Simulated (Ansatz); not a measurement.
# WS₂

Level of theory: DFT, PBE, scalar-relativistic, collinear spin; plane waves to 420 eV with PAW datasets (Ansatz 0.2.0), 10×10×2 k-mesh, Gaussian smearing of 0.05 eV. The datasets are Ansatz's generated set soft_2.

```
W S
1.0
     3.18783    0.00000    0.00000
    -1.59391    2.76074    0.00000
     0.00000    0.00000   14.85713
W S
2 4
Direct
  0.33333 0.66667 0.25000
  0.66667 0.33333 0.75000
  0.33333 0.66667 0.64426
  0.66667 0.33333 0.14426
  0.33333 0.66667 0.85574
  0.66667 0.33333 0.35574
```

The chain of runs began from a cell as deposited in COD, expanded in volume. Of that entry: the entry's cell lengths or inner coordinates differ somewhat from later room-temperature determinations. The relaxation kept the space group but changed the cell's proportions, one axis by 12 % at equal volume, so the results may not describe the measured structure.

Magnetic state: non-magnetic, site spin moments none.

Cell and atoms are those of this level's equilibrium.

The cell has space group P6_3/mmc (read at 0.01 Å). In it the stress is 0.00, 0.00, 0.01, 0.00, 0.00, 0.00 GPa and the largest force component 0.000 eV/Å. Each change below starts from this cell, without further relaxation. Stress is in GPa, positive in compression, in the order xx, yy, zz, yz, xz, xy; energies are counted from the cell above.

Problem. What happens when atom 4 (S) is moved by 0.12 Å along z?

Solution. The energy changes by 138.3 meV per cell, and the force on it along the shift is -2.396 eV/Å (−F/u = 19.97 eV/Å²). Stress: 1.96, 1.96, 4.75, 0.00, 0.00, 0.00.
| atom | Fx (eV/Å) | Fy | Fz |
| --- | --- | --- | --- |
| W1 | 0.000 | 0.000 | 2.139 |
| W2 | 0.000 | 0.000 | -0.001 |
| S3 | 0.000 | 0.000 | 0.000 |
| S4 | 0.000 | 0.000 | -2.396 |
| S5 | 0.000 | 0.000 | 0.002 |
| S6 | 0.000 | 0.000 | 0.256 |
In a harmonic crystal the energy would rise by −½F·u = ½ × 19.97 × 0.12² eV = 143.8 meV, close to the run's value; the rest is anharmonic or numerical.

Problem. What happens when atom 5 (S) is moved by 0.02 Å along z?

Solution. The energy changes by 3.5 meV per cell, and the force on it along the shift is -0.345 eV/Å (−F/u = 17.27 eV/Å²). Stress: -0.26, -0.26, -0.74, 0.00, 0.00, 0.00.
| atom | Fx (eV/Å) | Fy | Fz |
| --- | --- | --- | --- |
| W1 | 0.000 | 0.000 | 0.000 |
| W2 | 0.000 | 0.000 | 0.310 |
| S3 | 0.000 | 0.000 | 0.036 |
| S4 | 0.000 | 0.000 | 0.000 |
| S5 | 0.000 | 0.000 | -0.345 |
| S6 | 0.000 | 0.000 | 0.000 |
In a harmonic crystal the energy would rise by −½F·u = ½ × 17.27 × 0.02² eV = 3.5 meV, which matches.

Problem. What stress follows from an engineering strain of -2 % in yz, atoms carried along?

Solution. 0.03, 0.08, 0.09, 2.35, 0.00, 0.00 GPa; the energy changes by 19.2 meV per cell.
```
atom  Fx (eV/Å)      Fy      Fz
  W1      0.000  -0.015   0.000
  W2      0.000   0.015   0.000
  S3      0.000  -0.312  -0.014
  S4      0.000  -0.296  -0.013
  S5      0.000   0.296   0.013
  S6      0.000   0.312   0.014
```
The change of the stress over the strain gives a clamped-atom stiffness of about 117 GPa for this component.
In a harmonic crystal the energy would rise by V(½Cε² − σ₀ε), with σ₀ the stress of the unstrained cell, = 19.2 meV, which matches.

Problem. A single strain component, atoms carried along, gave the stress 0.18, 0.08, 0.18, 0.00, -3.52, 0.00. Which component, and about how large?

Solution. An engineering strain of 3 % in xz; the energy changes by 43.1 meV per cell.

Problem. All atoms and the cell are disturbed at random:
```
CELL_PARAMETERS angstrom
3.13661 0.00588 0.00275
-1.56321 2.77508 0.00539
0.01280 0.03642 14.92743
ATOMIC_POSITIONS crystal
W 0.37588 0.71882 0.25918
W 0.57594 0.29295 0.74109
S 0.35963 0.72360 0.64274
S 0.71246 0.35387 0.13886
S 0.26364 0.59045 0.85440
S 0.71245 0.32031 0.36374
```
Give the energy change, the stress and the forces.

Solution. 1571.4 meV per cell; stress 0.58, 2.36, -2.09, 9.44, -0.54, -1.68 GPa.
```
atom  Fx (eV/Å)      Fy      Fz
  W1      1.386  -2.290  -3.232
  W2      2.982   2.893   4.481
  S3     -1.691  -3.450  -3.292
  S4     -0.426   0.572   2.858
  S5     -1.290   0.557  -1.187
  S6     -0.961   1.717   0.372
```

Problem. All atoms and the cell are disturbed at random:
```
CELL_PARAMETERS angstrom
3.17290 -0.00411 0.02253
-1.59001 2.76712 -0.03773
0.10502 -0.14240 14.75790
ATOMIC_POSITIONS crystal
W 0.32623 0.68918 0.24095
W 0.64880 0.36194 0.77288
S 0.29321 0.58098 0.64419
S 0.61853 0.27326 0.12991
S 0.42489 0.76018 0.84843
S 0.68833 0.33447 0.36364
```
Give the energy change, the stress and the forces.

Solution. 4310.3 meV per cell; stress 4.89, 16.56, 0.24, -7.89, -6.75, -7.83 GPa.
```tsv
atom	Fx (eV/Å)	Fy	Fz
W1	0.764	-2.183	2.075
W2	4.877	2.256	-11.877
S3	-0.431	0.519	2.017
S4	0.006	1.763	0.918
S5	-4.446	-2.775	9.866
S6	-0.770	0.419	-2.998
```

These numbers lack spin–orbit coupling. The structure is built of weakly bound layers, and this functional has no dispersion term, so their spacing and all that hangs on it (volume, the soft elastic constants, low modes, dielectric constants) are poorly given.
